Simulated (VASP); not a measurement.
# In3As (Pm-3m) in VASP: a series of runs

The runs below take In3As through single point, equation of state, with PBEsol, PBE.

All numbers are computed with VASP 6.6.1; they aren't measurements. Logs are shortened: lines on timing, memory, paths and dates and some standing lists are left out, and cuts for length are marked.

## Step 1: The structure

Symmetry: Pm-3m, No. 221, cubic system. Conventional cell: a = 4.672 Å, b = 4.672 Å, c = 4.672 Å, α = 90.00°, β = 90.00°, γ = 90.00°. In (site symmetry 4/mmm) is surrounded by 8 In at 3.30 Å and 4 As at 3.30 Å. As (site symmetry m-3m) is surrounded by 12 In at 3.30 Å.

The cell comes from a database or a generator and needn't be the stable form of this composition.

## Step 2: Single point, PBEsol

INCAR

```
SYSTEM = In3As
PREC     = Accurate       ! precision mode
ENCUT    = 520            ! plane-wave cutoff, eV
EDIFF    = 1E-7           ! SCF threshold, eV
ISMEAR   = -1             ! smearing method
SIGMA    = 0.05           ! smearing width, eV
LREAL    = .FALSE.        ! projectors in reciprocal space
LASPH    = .TRUE.         ! aspherical terms in the spheres
NELM     = 60             ! most SCF steps
ALGO     = Normal         ! electronic algorithm
ISIF     = 2              ! what is computed and relaxed
LWAVE    = .FALSE.        ! write WAVECAR
LCHARG   = .FALSE.        ! write CHGCAR
GGA      = PS             ! functional
NBANDS   = 30             ! bands
```

KPOINTS

```
Automatic mesh
0
G
  6 6 6
  0 0 0
```

POSCAR

```
In3As
1.0
    4.6716810000      0.0000000000      0.0000000000
    0.0000000000      4.6716810000      0.0000000000
    0.0000000000      0.0000000000      4.6716810000
In As
3 1
Direct
    0.5000000000      0.5000000000      0.0000000000
    0.5000000000      0.0000000000      0.5000000000
    0.0000000000      0.5000000000      0.5000000000
    0.0000000000      0.0000000000      0.0000000000
```

Potentials or basis: VASP PAW PBE potentials, release 64 (In_d, As).

Command:

```sh
cat potpaw_PBE.64/In_d/POTCAR potpaw_PBE.64/As/POTCAR > POTCAR
mpirun -np 1 vasp_std > vasp.out
```

OUTCAR:

```text
SYSTEM = In3As
   PREC = Accurate
   ENCUT = 520
   EDIFF = 1E-7
   ISMEAR = -1
   LREAL = .FALSE.
   LASPH = .TRUE.
   NELM = 60
   ISIF = 2
   GGA = PS

 ion  position               nearest neighbor table
   1  0.500  0.500  0.000-   2 3.30   3 3.30   4 3.30   2 3.30   3 3.30   2 3.30   4 3.30   2 3.30
                             3 3.30   4 3.30   3 3.30   4 3.30
   2  0.500  0.000  0.500-   1 3.30   3 3.30   4 3.30   1 3.30   4 3.30   1 3.30   3 3.30   1 3.30
                             3 3.30   4 3.30   4 3.30   3 3.30
   3  0.000  0.500  0.500-   1 3.30   2 3.30   4 3.30   1 3.30   4 3.30   2 3.30   4 3.30   4 3.30
                             1 3.30   2 3.30   1 3.30   2 3.30
   4  0.000  0.000  0.000-   1 3.30   2 3.30   3 3.30   2 3.30   3 3.30   1 3.30   3 3.30   3 3.30
                             1 3.30   2 3.30   2 3.30   1 3.30

  LATTYP: Found a simple cubic cell.
 ALAT       =     4.6716810000

  Lattice vectors:

 A1 = (   4.6716810000,   0.0000000000,   0.0000000000)
 A2 = (   0.0000000000,   4.6716810000,   0.0000000000)
 A3 = (   0.0000000000,   0.0000000000,   4.6716810000)

Analysis of symmetry for initial positions (statically):
=====================================================================
 Subroutine PRICEL returns:
 Original cell was already a primitive cell.

 Routine SETGRP: Setting up the symmetry group for a
 simple cubic supercell.

 Subroutine GETGRP returns: Found 48 space group operations
 (whereof 48 operations were pure point group operations)
 out of a pool of 48 trial point group operations.

The static configuration has the point symmetry O_h .

Analysis of symmetry for dynamics (positions and initial velocities):
=====================================================================
 Subroutine PRICEL returns:
 Original cell was already a primitive cell.

 Routine SETGRP: Setting up the symmetry group for a
 simple cubic supercell.

 Subroutine GETGRP returns: Found 48 space group operations
 (whereof 48 operations were pure point group operations)
 out of a pool of 48 trial point group operations.

The dynamic configuration has the point symmetry O_h .

 Subroutine INISYM returns: Found 48 space group operations
 (whereof 48 operations are pure point group operations),
 and found     1 'primitive' translations

----------------------------------------------------------------------------------------

                                     Primitive cell

  volume of cell :     101.9576

  direct lattice vectors                    reciprocal lattice vectors
     4.671681000  0.000000000  0.000000000     0.214055711  0.000000000  0.000000000
     0.000000000  4.671681000  0.000000000     0.000000000  0.214055711  0.000000000
     0.000000000  0.000000000  4.671681000     0.000000000  0.000000000  0.214055711

  length of vectors
     4.671681000  4.671681000  4.671681000     0.214055711  0.214055711  0.214055711

  position of ions in fractional coordinates (direct lattice)
     0.500000000  0.500000000  0.000000000
     0.500000000  0.000000000  0.500000000
     0.000000000  0.500000000  0.500000000
     0.000000000  0.000000000  0.000000000

  ion indices of the primitive-cell ions
   primitive index   ion index
                 1           1
                 2           2
                 3           3
                 4           4

----------------------------------------------------------------------------------------

 KPOINTS: Automatic mesh

Automatic generation of k-mesh.
 Grid dimensions read from file:
 generate k-points for:    6    6    6

 Generating k-lattice:

  Cartesian coordinates                     Fractional coordinates (reciprocal lattice)
     0.035675952  0.000000000  0.000000000     0.166666667  0.000000000  0.000000000
     0.000000000  0.035675952  0.000000000     0.000000000  0.166666667  0.000000000
     0.000000000  0.000000000  0.035675952     0.000000000  0.000000000  0.166666667

  Length of vectors
     0.035675952  0.035675952  0.035675952

  Shift w.r.t. Gamma in fractional coordinates (k-lattice)
     0.000000000  0.000000000  0.000000000

 Subroutine IBZKPT returns following result:
 ===========================================

 Found     20 irreducible k-points:

 Following reciprocal coordinates:
            Coordinates               Weight
  0.000000  0.000000  0.000000      1.000000
  0.166667  0.000000  0.000000      6.000000
  0.333333  0.000000  0.000000      6.000000
  0.500000  0.000000  0.000000      3.000000
  0.166667  0.166667  0.000000     12.000000
  0.333333  0.166667  0.000000     24.000000
[... 12 lines left out ...]
  0.500000  0.500000  0.333333      6.000000
  0.500000  0.500000  0.500000      1.000000
   k-points           NKPTS =     20   k-points in BZ     NKDIM =     20   number of bands    NBANDS=     30
   number of dos      NEDOS =    301   number of ions     NIONS =      4
   total plane-waves  NPLWV =  46656
   dimension x,y,z NGX =    36 NGY =   36 NGZ =   36
   dimension x,y,z NGXF=    72 NGYF=   72 NGZF=   72
   ions per type =               3   1
   NGX,Y,Z   is equivalent  to a cutoff of  12.81, 12.81, 12.81 a.u.
   NGXF,Y,Z  is equivalent  to a cutoff of  25.62, 25.62, 25.62 a.u.
 SYSTEM =  In3As
   PREC   = accura    normal or accurate (medium, high low for compatibility)
   ISTART =      0    job   : 0-new  1-cont  2-samecut
   ICHARG =      2    charge: 1-file 2-atom 10-const
   ISPIN  =      1    spin polarized calculation?
   LNONCOLLINEAR =      F non collinear calculations
   LSORBIT =      F    spin-orbit coupling
   LASPH  =      T    aspherical Exc in radial PAW
   ENCUT  =  520.0 eV  38.22 Ry    6.18 a.u.   8.69  8.69  8.69*2*pi/ulx,y,z
   NELM   =     60;   NELMIN=  2; NELMDL= -5     # of ELM steps
   EDIFF  = 0.1E-06   stopping-criterion for ELM
   LREAL  =      F    real-space projection
   EDIFFG = 0.1E-05   stopping-criterion for IOM
   NSW    =      0    number of steps for IOM
   IBRION =     -1    ionic relax: 0-MD 1-quasi-New 2-CG
   NFREE  =      0    steps in history (QN), initial steepest desc. (CG)
   ISIF   =      2    stress and relaxation
   ISYM   =      2    0-nonsym 1-usesym 2-fastsym
   POTIM  = 0.5000    time-step for ionic-motion
   TEBEG  =    0.0;   TEEND  =   0.0 temperature during run
   PSTRESS=    0.0 pullay stress
   NELECT =      44.0000    total number of electrons
   NUPDOWN=      -1.0000    fix difference up-down
   EMIN   =  10.00;   EMAX   =-10.00  energy-range for DOS
   EFERMI =   0.00;   METHOD = LEGACY
   ISMEAR =    -1;   SIGMA  =   0.05  broadening in eV -4-tet -1-fermi 0-gaus
   EFERMI_NEDOS =   21; number of points for ismear=-14 and -15
   IALGO  =     38    algorithm
   IMIX   =      4    mixing-type and parameters
     AMIX     =   0.40;   BMIX     =  1.00
     AMIX_MAG =   1.60;   BMIX_MAG =  1.00
  volume/ion in A,a.u.               =      25.49       172.01
  Fermi-wavevector in a.u.,A,eV,Ry     =   1.237141  2.337858 20.823961  1.530518
  Thomas-Fermi vector in A             =   2.371720
   LORBIT       =      0    0 simple, 1 ext, 2 COOP (PROOUT), +10 PAW based schemes
   GGA     = PS    functional components
   LHFCALC =     F    Hartree Fock is set to
   AEXX    =    0.0000 exact exchange contribution
   IVDW    =     0    specifies the selected vdW correction
   LEPSILON=     F    determine dielectric tensor
   LRPA    =     F    only Hartree local field effects (RPA)
 non-spin polarized calculation
  energy-cutoff  :      520.00
  volume of cell :      101.96
 maximum number of plane-waves:      2800
 NGX is ok and might be reduce to    36
   NGX = 17   NGY = 17   NGZ = 17

 number of electron      43.9999975 magnetization

 Free energy of the ion-electron system (eV)
  ---------------------------------------------------
  ext. energy  EPLUGINS =         0.00000000
  ---------------------------------------------------
  free energy    TOTEN  =       -13.71668645 eV

  energy without entropy =      -13.70136653  energy(sigma->0) =      -13.70902649

 E-fermi :   6.4348     XC(G=0): -10.2887

 val. band max:        6.4250235002   @ k =   0.1667   0.1667   0.1667
 cond. band min:       6.4550101779   @ k =   0.3333   0.3333   0.3333
 fundamental gap:      0.0299866777
 Fermi energy:         6.4347984075

 k-point     1 :       0.0000    0.0000    0.0000
  band No.  band energies     occupation
      1      -8.1210      2.00000
      2      -8.1051      2.00000
      3      -8.1051      2.00000
      4      -8.1051      2.00000
      5      -7.9292      2.00000
      6      -7.9292      2.00000
[... 22 lines left out ...]
     29      12.4414      0.00000
     30      13.7385      0.00000

 k-point     2 :       0.1667    0.0000    0.0000
  band No.  band energies     occupation
      1      -8.0998      2.00000
      2      -8.0939      2.00000
      3      -8.0744      2.00000
      4      -8.0744      2.00000
      5      -7.9251      2.00000
      6      -7.9084      2.00000
[... 22 lines left out ...]
     29      13.1489      0.00000
     30      13.8610      0.00000

 k-point     3 :       0.3333    0.0000    0.0000
  band No.  band energies     occupation
      1      -8.0886      2.00000
      2      -8.0266      2.00000
      3      -7.9891      2.00000
      4      -7.9891      2.00000
      5      -7.9149      2.00000
      6      -7.8560      2.00000
[... 22 lines left out ...]
     29      13.4978      0.00000
     30      13.6306      0.00000

 k-point     4 :       0.5000    0.0000    0.0000
  band No.  band energies     occupation
      1      -8.0827      2.00000
      2      -7.9792      2.00000
      3      -7.9015      2.00000
      4      -7.8900      2.00000
      5      -7.8900      2.00000
      6      -7.8427      2.00000
[... 484 lines left out ...]
     29      13.9637      0.00000
     30      14.0849      0.00000

 k-point    19 :       0.5000    0.5000    0.3333
  band No.  band energies     occupation
      1      -8.0168      2.00000
      2      -7.9882      2.00000
      3      -7.9882      2.00000
      4      -7.9880      2.00000
      5      -7.9326      2.00000
      6      -7.9326      2.00000
[... 22 lines left out ...]
     29      14.1835      0.00000
     30      15.1046      0.00000

 k-point    20 :       0.5000    0.5000    0.5000
  band No.  band energies     occupation
      1      -8.0434      2.00000
      2      -8.0024      2.00000
      3      -8.0024      2.00000
      4      -8.0024      2.00000
      5      -7.9391      2.00000
      6      -7.9391      2.00000
[... 22 lines left out ...]
     29      15.5619      0.00000
     30      15.5625      0.00000

------------------------ aborting loop because EDIFF is reached ----------------------------------------

  FORCE on cell =-STRESS in cart. coord.  units (eV):
  Direction    XX          YY          ZZ          XY          YZ          ZX
  --------------------------------------------------------------------------------------
  -------------------------------------------------------------------------------------
  Total       -1.5222342     -1.5222342     -1.5222342     -0.0000000     -0.0000000     -0.0000000
  in kB      -23.9206245    -23.9206245    -23.9206245     -0.0000000     -0.0000000     -0.0000000
  external PRESSURE =     -23.9206245 kB  Pullay stress =       0.0000000 kB

 VOLUME and BASIS-vectors are now :
 -----------------------------------------------------------------------------
  energy-cutoff  :      520.00
  volume of cell :      101.96
      direct lattice vectors                 reciprocal lattice vectors
     4.671681000  0.000000000  0.000000000     0.214055711  0.000000000  0.000000000
     0.000000000  4.671681000  0.000000000     0.000000000  0.214055711  0.000000000
     0.000000000  0.000000000  4.671681000     0.000000000  0.000000000  0.214055711

 POSITION                                       TOTAL-FORCE (eV/Angst)
 -----------------------------------------------------------------------------------
      2.33584      2.33584      0.00000         0.000000      0.000000      0.000000
      2.33584      0.00000      2.33584         0.000000      0.000000      0.000000
      0.00000      2.33584      2.33584         0.000000      0.000000      0.000000
      0.00000      0.00000      0.00000         0.000000      0.000000      0.000000
 -----------------------------------------------------------------------------------
    total drift:                                0.000000      0.000000      0.000000

  FREE ENERGIE OF THE ION-ELECTRON SYSTEM (eV)
  ---------------------------------------------------
  free  energy   TOTEN  =       -13.7166864545 eV

  energy  without entropy=      -13.7013665303  energy(sigma->0) =      -13.70902649
```

Wall time 23 s (1 thread of Intel Xeon 6975P-C (Granite Rapids), shared host); peak memory 0.22 GiB.

Results:

```
Free energy            : -13.7167 eV
Pressure               : -2.4 GPa
Band gap on the k mesh : none (metal or under the smearing width)
```

Caveat: the PAW data sets were made with another functional, which shifts forces and pressure a little.

## Step 3: Equation of state, PBEsol, 23.96 Å³/atom (volume scaled by 0.94)

INCAR is that of step 2.

KPOINTS is that of step 2.

POSCAR

```
In3As
1.0
    4.5763138120      0.0000000000      0.0000000000
    0.0000000000      4.5763138120      0.0000000000
    0.0000000000      0.0000000000      4.5763138120
In As
3 1
Direct
    0.5000000000      0.5000000000      0.0000000000
    0.5000000000      0.0000000000      0.5000000000
    0.0000000000      0.5000000000      0.5000000000
    0.0000000000      0.0000000000      0.0000000000
```

Potentials or basis: VASP PAW PBE potentials, release 64 (In_d, As).

Command:

```sh
cat potpaw_PBE.64/In_d/POTCAR potpaw_PBE.64/As/POTCAR > POTCAR
mpirun -np 1 vasp_std > vasp.out
```

It took 30 s on 1 thread of Intel Xeon 6975P-C (Granite Rapids), shared host; peak memory 0.22 GiB.

Results (log left out):

```
Free energy            : -13.7561 eV
Pressure               : 0.4 GPa
Band gap on the k mesh : none (metal or under the smearing width)
```

Caveat: the PAW data sets were made with another functional, which shifts forces and pressure a little.

## Step 4: Equation of state, PBEsol, 24.47 Å³/atom (volume scaled by 0.96)

INCAR is that of step 3.

KPOINTS is that of step 3.

POSCAR

```
In3As
1.0
    4.6085424358      0.0000000000      0.0000000000
    0.0000000000      4.6085424358      0.0000000000
    0.0000000000      0.0000000000      4.6085424358
In As
3 1
Direct
    0.5000000000      0.5000000000      0.0000000000
    0.5000000000      0.0000000000      0.5000000000
    0.0000000000      0.5000000000      0.5000000000
    0.0000000000      0.0000000000      0.0000000000
```

Command:

```sh
cat potpaw_PBE.64/In_d/POTCAR potpaw_PBE.64/As/POTCAR > POTCAR
mpirun -np 1 vasp_std > vasp.out
```

Wall time 31 s (1 thread of Intel Xeon 6975P-C (Granite Rapids), shared host); peak memory 0.22 GiB.

It converged, with:

- Free energy: -13.7549 eV
- Pressure: -0.7 GPa
- Band gap on the k mesh: none (metal or under the smearing width)

Caveat: the PAW data sets were made with another functional, which shifts forces and pressure a little.

(Continued in part 2 of 3.)
